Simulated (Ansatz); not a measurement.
ZrN:

```
Zr N
1.0
     0.00000    2.30000    2.30000
     2.30000    0.00000    2.30000
     2.30000    2.30000    0.00000
Zr N
1 1
Direct
  0.50000 0.50000 0.50000
  0.00000 0.00000 0.00000
```

- Program: Ansatz 0.2.0
- Task: relaxation of cell and atoms
- Functional: revPBE
- Dispersion: D4
- Potentials or basis: Ansatz PAW
- Cutoff: 420 eV (not typed: the program's choice for these potentials)
- k mesh: 10 × 10 × 10
- Occupations: fermi-dirac, width 0.05 eV
- Spin: no spin polarisation

At the start: volume 12.17 Å³/atom.

Problem. How do energy, volume and symmetry change on relaxing?

Solution. It ends after 7 steps and the volume is 11.82 Å³/atom (-2.8 %); space group Fm-3m (No. 225, to 0.05 Å).

Step by step:
```tsv
step	energy change (eV)	largest force (eV/Å)	volume (Å³)
1	0.0000	0.0000	24.33
2	-0.0116	0.0000	23.25
3	-0.0163	0.0000	23.67
4	-0.0163	0.0000	23.65
5	-0.0151	0.0000	23.65
6	-0.0151	0.0000	23.64
7	-0.0151	0.0000	23.64
```

Final structure:
```xyz
2
Lattice="0.0000 2.2781 2.2781 2.2781 0.0000 2.2781 2.2781 2.2781 0.0000" Properties=species:S:1:pos:R:3 pbc="T T T"
Zr    2.2781    2.2781    2.2781
N     0.0000    0.0000    0.0000
```

Caveat: the plane-wave basis is chosen anew once the cell has moved, so the energies of steps on either side of that aren't comparable; the pressure holds a Pulay correction of +0.3 GPa for the finite cutoff; the PAW data sets come from PBE, with cores solved anew for the run's functional, which leaves a small shift of forces and pressure.
